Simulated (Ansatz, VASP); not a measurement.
This is a calculation of Ca for VASP 6.6.1.

INCAR

```
SYSTEM = Ca
ALGO = Normal ; EDIFF = 1E-7
ENCUT = 520 ; GGA = PE
ISIF = 2 ; ISMEAR = -1
LASPH = .TRUE. ; LCHARG = .FALSE.
LREAL = .FALSE. ; LWAVE = .FALSE.
NBANDS = 11 ; NELM = 100
PREC = Accurate ; SIGMA = 0.05
```

Contents of KPOINTS:

```
k-points
0
G
  8 8 8
  0 0 0
```

The input POSCAR:

```
Ca
1.0
   -2.2548348694      2.2548348694      2.2548348694
    2.2548348694     -2.2548348694      2.2548348694
    2.2548348694      2.2548348694     -2.2548348694
Ca
1
Direct
    0.0000000000      0.0000000000      0.0000000000
```

Potentials or basis: VASP PAW PBE potentials, release 64 (Ca_sv).

Launch:

```console
$ cat potpaw_PBE.64/Ca_sv/POTCAR > POTCAR
$ mpirun -np 1 vasp_std > vasp.out
```

Problem. Set up the same calculation for Ansatz 0.2.0. Potentials there: Ansatz PAW.

Solution. As run (the cutoff follows the program's own potentials):

File input.yaml:

```yaml
crystal:
  lattice:
    - [-2.2548348694, 2.2548348694, 2.2548348694]
    - [2.2548348694, -2.2548348694, 2.2548348694]
    - [2.2548348694, 2.2548348694, -2.2548348694]
  atoms:
    - { symbol: Ca, position: [0.0, 0.0, 0.0] }
hamiltonian:
  xc: pbe
  pseudopotentials: { kind: paw }
kpoints:
  mp_grid: { grid: [8, 8, 8] }
scf:
  occupations: { method: fermi_dirac, width: 0.05 }
output:
  forces: true
  stress: true
  eigenvalues: true
```

Potentials or basis: Ansatz PAW.

The run is started by

```console
$ ansatz run input.yaml --threads 1 --pin off --max-ram 3584MiB --backend cpu --events-out ev --progress --plain --runs-dir out
```

Both were run:

|  | VASP | Ansatz | Ansatz less VASP |
| --- | --- | --- | --- |
| gap on the k mesh at the Fermi level (eV) | none | none | - |
| pressure (GPa) | -1.2 | -1.2 | -0.01 |

A gap of «none» marks a metal or a gap that the smearing closes. With one functional, cell and mesh, what is left measures potentials, basis and numerics.
